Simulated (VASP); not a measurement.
Input of a VASP 6.6.1 run:

INCAR

```
SYSTEM = TePt
PREC = Accurate
ENCUT = 520
EDIFF = 1E-7
ISMEAR = 0
SIGMA = 0.1
LREAL = .FALSE.
LASPH = .TRUE.
NELM = 80
ALGO = Fast
ISIF = 2
LWAVE = .FALSE.
LCHARG = .FALSE.
LMAXMIX = 4
GGA = PS
NBANDS = 24
```

KPOINTS

```
Automatic mesh
0
G
  12 12 12
  0 0 0
```

The input POSCAR:

```
TePt
1.0
    1.9620350000      1.1327810000      6.3868560000
   -1.9620350000      1.1327810000      6.3868560000
    0.0000000000     -2.2655630000      6.3868560000
Te Pt
2 2
Direct
    0.6018256000      0.6018256000      0.6018256000
    0.3981744000      0.3981744000      0.3981744000
    0.8708207000      0.8708207000      0.8708207000
    0.1291793000      0.1291793000      0.1291793000
```

KPOINTS_OPT

```
path GLB1,BZGX,QFP1Z,LP
10
line-mode
reciprocal
 0.0000000000  0.0000000000  0.0000000000  G
 0.5000000000  0.0000000000  0.0000000000  L

 0.5000000000  0.0000000000  0.0000000000  L
 0.5000000000  0.1876380304 -0.1876380304  B1

 0.8123619696  0.5000000000  0.1876380304  B
 0.5000000000  0.5000000000  0.5000000000  Z

 0.5000000000  0.5000000000  0.5000000000  Z
 0.0000000000  0.0000000000  0.0000000000  G

 0.0000000000  0.0000000000  0.0000000000  G
 0.3438190152  0.0000000000 -0.3438190152  X

 0.6561809848  0.3438190152  0.0000000000  Q
 0.5000000000  0.5000000000  0.0000000000  F

 0.5000000000  0.5000000000  0.0000000000  F
 0.6561809848  0.6561809848  0.1876380304  P1

 0.6561809848  0.6561809848  0.1876380304  P1
 0.5000000000  0.5000000000  0.5000000000  Z

 0.5000000000  0.0000000000  0.0000000000  L
 0.8123619696  0.3438190152  0.3438190152  P
```

Potentials or basis: VASP PAW PBE potentials, release 64 (Te, Pt).

Run with:

```sh
$ cat potpaw_PBE.64/Te/POTCAR potpaw_PBE.64/Pt/POTCAR > POTCAR
$ mpirun -np 1 vasp_std > vasp.out
```

(1) Predict the band gap along the path.

(2) What does it give for the pressure?

Answers

(1) none (metal or under the smearing width).

(2) 4.4 GPa.

Caveat: the PAW data sets were made with another functional, which shifts forces and pressure a little; spin-orbit coupling is left out, which moves the levels of the heavy elements.
